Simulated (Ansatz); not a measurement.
# CsSnBr3 (Pm-3m) in Ansatz: equation of state

How stiff is CsSnBr3 in PBEsol, and what volume does it want? The cell is scaled to several volumes.

All numbers are computed with Ansatz 0.2.0; they aren't measurements. Logs are shortened: lines on timing, memory, paths and dates and some standing lists are left out, and cuts for length are marked.

### Step 1. The structure

The structure is cubic, space group Pm-3m (No. 221). The conventional cell has a = 5.839 Å, b = 5.839 Å, c = 5.839 Å, α = 90.00°, β = 90.00°, γ = 90.00°. Cs (site symmetry m-3m) has 12 Br at 4.13 Å as nearest neighbours. Sn (site symmetry m-3m) has 6 Br at 2.92 Å as nearest neighbours. Br (site symmetry 4/mmm) is surrounded by 2 Sn at 2.92 Å.

The cell is a database's computed one.

### Step 2. Equation of state, PBEsol

Potentials or basis: all-electron LAPW, scalar-relativistic.

This step only gathers the single runs of the series.

Results:

```yaml
Equilibrium_volume: 38.08 Å³/atom
Bulk_modulus: 22 GPa
Pressure_derivative_of_the_bulk_modulus: 4.7
```

Energy against volume, from the lowest point:
```csv
volume (Å³/atom),energy (meV/atom)
37.426,0.76
38.222,0.00
39.019,1.50
39.815,5.01
40.611,10.32
41.408,17.23
42.204,25.53
```

Spin-orbit coupling is left out, which matters for the levels of Cs.
